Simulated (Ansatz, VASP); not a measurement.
Mg: VASP beside Ansatz

```
Mg
1.0
     0.00000    2.48563    5.30422
     1.75790    0.00000    5.30422
     1.75790    2.48563    0.00000
Mg
2
Direct
  0.75000 0.75000 0.75000
  0.50000 0.50000 0.50000
```

Alike in both runs: task single point; functional PBE; k mesh 6 × 6 × 6; occupations gaussian, width 0.1 eV; no spin polarisation.

|  | VASP | Ansatz |
| --- | --- | --- |
| version | VASP 6.6.1 | Ansatz 0.2.0 |
| potentials or method | VASP PAW PBE potentials, release 64 (Mg) | scalar-relativistic, plane waves, PAW |
| plane-wave cutoff (eV) | 520 | 420 |
| valence electrons in the cell | 4 | 20 |

Ansatz gave:

- gap on the k mesh at the Fermi level (eV): none
- pressure (GPa): 1.7
- largest component of the traceless stress (GPa): 3.24

Q: Which values does VASP return?

A: gap on the k mesh at the Fermi level (eV): none; pressure (GPa): 1.6; largest component of the traceless stress (GPa): 3.24.

A gap of «none» marks a metal or a gap that the smearing closes. The two sets of potentials don't hold the same shells in valence.

Caveats: the k mesh is coarse (spacing up to 0.38 Å⁻¹), so the values aren't converged.
